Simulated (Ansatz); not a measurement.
Clamped-ion strain scan in SiC

Theory: DFT PBE, scalar-relativistic, plane waves, PAW (Ansatz). Cutoff 420 eV, Γ-centred 10×10×10 k-points, Gaussian smearing of 0.05 eV. No spin polarisation. Energies are free energies at this smearing, counted from the undisturbed cell; pressure is positive in compression.

The undisturbed cell (relaxed at this level):

```xyz
2
Lattice="0.0000 2.1899 2.1899 2.1899 0.0000 2.1899 2.1899 2.1899 0.0000" Properties=species:S:1:pos:R:3 pbc="T T T"
Si    0.0000    0.0000    0.0000
C     3.2848    3.2848    3.2848
```

The cell is strained by ε times the Voigt pattern (0, 0, 0, 0, 1, 0) (xx, yy, zz, yz, xz, xy; engineering shear) with fractional coordinates fixed.

| ε | ΔE (meV/atom) | stress summed along the pattern (GPa, tension positive) | pressure (GPa) | gap on the mesh (eV) |
| --- | --- | --- | --- | --- |
| -0.0600 | 31.1 | -15.84 | 1.0 | 1.07 |
| -0.0300 | 7.8 | -7.89 | 0.3 | 1.25 |
| 0.0000 | 0.0 | 0.00 | 0.0 | 1.37 |
| 0.0075 | 0.5 | 1.97 | 0.0 | 1.35 |
| 0.0150 | 2.0 | 3.94 | 0.1 | 1.32 |
| 0.0225 | 4.4 | 5.92 | 0.1 | 1.29 |
| 0.0375 | 12.1 | 9.87 | 0.4 | 1.21 |
| 0.0450 | 17.5 | 11.86 | 0.6 | 1.17 |
| 0.0525 | 23.8 | 13.84 | 0.8 | 1.12 |

By symmetry 0.0600 repeats -0.0600, -0.0450 repeats 0.0450, 0.0300 repeats -0.0300, -0.0150 repeats 0.0150 in energy, with the opposite slope along the path.